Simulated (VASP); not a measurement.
# TiB2: equation of state with PBEsol

The system is TiB2.

```
CELL_PARAMETERS angstrom
3.02920 0.00000 0.00000
-1.51460 2.62336 0.00000
0.00000 0.00000 3.22840
ATOMIC_POSITIONS crystal
Ti 0.00000 0.00000 0.00000
B 0.66667 0.33333 0.50000
B 0.33333 0.66667 0.50000
```

```json
{
 "Program": "VASP 6.6.1",
 "Task": "equation of state",
 "Functional": "PBEsol",
 "Potentials or basis": "VASP PAW PBE potentials, release 64 (Ti_sv, B)",
 "Cutoff": "520 eV",
 "k mesh": "10 × 10 × 8",
 "Occupations": "fermi-dirac, width 0.05 eV",
 "Spin": "no spin polarisation",
 "Ladder": "free",
 "Further INCAR settings": "ALGO = Normal; EDIFF = 1e-07; NBANDS = 16"
}
```

```yaml
Equilibrium_volume: 8.40 Å³/atom
Bulk_modulus_at_fixed_shape_and_positions: 266 GPa
Pressure_derivative_of_the_bulk_modulus: 3.8
```

Energy against volume, from the lowest point:
```csv
volume (Å³/atom),energy (meV/atom)
8.039,13.79
8.210,3.67
8.381,0.00
8.552,2.18
8.723,9.66
8.894,21.95
9.065,38.60
```

All runs of the series together: 2 min on 1 thread of Intel(R) Xeon(R) Platinum 8488C (Sapphire Rapids), on a shared host.

Caveat: the cell was scaled at fixed shape and fractional positions, which overstates the stiffness of a crystal with free parameters, most of all of layers and chains; the PAW data sets were made with another functional, which shifts forces and pressure a little.
